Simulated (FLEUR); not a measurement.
TiB2:

```
Ti B
1.0
     3.02920    0.00000    0.00000
    -1.51460    2.62336    0.00000
     0.00000    0.00000    3.22840
Ti B
1 2
Direct
  0.00000 0.00000 0.00000
  0.66667 0.33333 0.50000
  0.33333 0.66667 0.50000
```

```yaml
Program: FLEUR MaX-R8.1 (later development tree)
Task: single point
Functional: PBEsol
Potentials_or_basis: all-electron
Basis: FLAPW
Kmax: 4.86 1/bohr
k_mesh: 10 × 10 × 8
Occupations: fermi-dirac, width 0.05 eV
Spin: no spin polarisation
Gmax: 15.1 1/bohr
Muffin-tin_radii: Ti 2.56, B 1.48 bohr
lmax: Ti 10, B 8
lnonsphr: Ti 10, B 8
Local_orbitals_a_species: Ti 5, B 3
Max_iterations: 60
Mixing_factor: 0.05
Mixer: Anderson
Mixer_history: 15
```

On this cell: largest force under 0.003 eV/Å; band gap on the k mesh none (metal or under the smearing width).

The same run follows on a disturbed copy (atoms moved at random, drawn with an rms of 0.05 Å):

```
Ti B
1.0
     3.02920    0.00000    0.00000
    -1.51460    2.62336    0.00000
     0.00000    0.00000    3.22840
Ti B
1 2
Direct
  0.99663 0.98608 0.98473
  0.65640 0.31348 0.50274
  0.33149 0.66649 0.49409
```

What changes?

The energy (extrapolated to zero smearing) moves by +13.1 meV/atom; largest force 0.947 eV/Å; band gap on the k mesh none (metal or under the smearing width).

Forces in eV/Å, atoms in the order of the input:
```
Ti  -0.204  0.138  0.617
B    0.045  0.782 -0.462
B    0.159 -0.921 -0.156
```
